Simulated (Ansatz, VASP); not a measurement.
# GaAs: VASP beside Ansatz

POSCAR

```
GaAs
1.0
    0.0000000000      2.8330850794      2.8330850794
    2.8330850794      0.0000000000      2.8330850794
    2.8330850794      2.8330850794      0.0000000000
Ga As
1 1
Direct
    0.0000000000      0.0000000000      0.0000000000
    0.2500000000      0.2500000000      0.2500000000
```

File INCAR.step1:

```
SYSTEM = GaAs
  PREC = Accurate
  ENCUT = 520
  ISMEAR = 0
  SIGMA = 0.01
  LREAL = .False.
  LASPH = .True.
  NELM = 60
  NBANDS = 16
  GGA = PE
  ALGO = Normal
  EDIFF = 1E-4
  LWAVE = .True.
  LCHARG = .False.
```

The input INCAR.step2:

```
SYSTEM = GaAs
  PREC = Accurate
  ENCUT = 520
  EDIFF = 1E-7
  ISMEAR = 0
  SIGMA = 0.01
  LREAL = .False.
  LASPH = .True.
  NELM = 60
  ALGO = Normal
  ISIF = 2
  LWAVE = .False.
  LCHARG = .False.
  METAGGA = R2SCAN
  LMIXTAU = .True.
  NBANDS = 16
  ISTART = 1
```

File KPOINTS:

```
regular mesh
0
Gamma
  8 8 8
  0 0 0
```

Input for Ansatz:

```yaml
crystal:
  lattice:
    - [0.0, 2.8330850794, 2.8330850794]
    - [2.8330850794, 0.0, 2.8330850794]
    - [2.8330850794, 2.8330850794, 0.0]
  atoms:
    - { symbol: Ga, position: [0.0, 0.0, 0.0] }
    - { symbol: As, position: [0.25, 0.25, 0.25] }
kpoints:
  mp_grid: { grid: [8, 8, 8] }
  band_path:
    path:
      - [0.0, 0.0, 0.0]
      - [-0.5, -0.5, 0.0]
      - [-0.375, -0.375, 0.25]
      - [-0.375, 0.0, 0.375]
      - [0.0, 0.0, 0.5]
      - [-0.5, -0.25, 0.25]
    npoints: 1
hamiltonian:
  xc: r2scan
scf:
  occupations: { method: fixed }
  n_extra_bands: 4
output:
  forces: true
  stress: true
  eigenvalues: true
```

Alike in both runs: task single point; functional r2SCAN; k mesh 8 × 8 × 8; no spin polarisation.

```csv
,VASP,Ansatz
version,VASP 6.6.1,Ansatz 0.2.0
potentials or method,"VASP PAW PBE potentials, release 64 (Ga_d, As)","plane waves, PAW"
plane-wave cutoff (eV),520,500
occupations,"gaussian, width 0.01 eV",fixed
valence electrons in the cell,18,28
```

```tsv
	VASP	Ansatz	Ansatz less VASP
gap on the k mesh at the Fermi level (eV)	0.94	0.96	+0.019
pressure (GPa)	0.1	0.0	-0.11
```

The two sets of potentials don't hold the same shells in valence.

Caveats: the PAW data sets were made with another functional, which shifts forces and pressure a little (VASP). r2SCAN opens gaps a little over a GGA but as a rule still falls short of measured ones. A k mesh can miss the band edges.
